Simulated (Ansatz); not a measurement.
A crystal relaxed with r2SCAN in the PAW code Ansatz has space group P6_3mc (No. 186) and a = 5.075 Å, c = 6.174 Å.

```tsv
atom	site	x	y	z
Xx	2b	0.3333	0.6667	0.9609
Se	2b	0.3333	0.6667	0.4141
```

The r2SCAN gap is indirect, 1.00 eV (H to Γ–M (0.33 of the way from Γ)), below the direct gap of 1.03 eV at H. The lowest empty level at H–A (0.16 of the way from H) lies only 22 meV higher, so the place of the conduction bottom isn't settled. With PBE the gap is 0.88 eV and direct, at H. Meshes: r2SCAN 6×6×4, PBE 6×6×4.

Q: Which element is Xx?
A. Sn
B. Si
C. Hf
D. Ti

A: A. Xx is Sn: SnSe in the wurtzite structure. Around Sn lie 5 Se at 2.80–3.38 Å; around Se lie 5 Sn at 2.80–3.38 Å.

The cell comes from a prototype generator: it can be a known phase or a hypothetical one. Spin polarisation is off.

No spin-orbit coupling is included; it can move band edges with weight on the heavy atoms by tenths of an eV.

Where an edge lies off the special points, it is a point of the mesh or the k point where a search put PBE's edge or least direct gap, reused for the other functionals, whose own edges may lie a little apart; PBE's own value is read along its path and can be a few hundredths of an eV high.
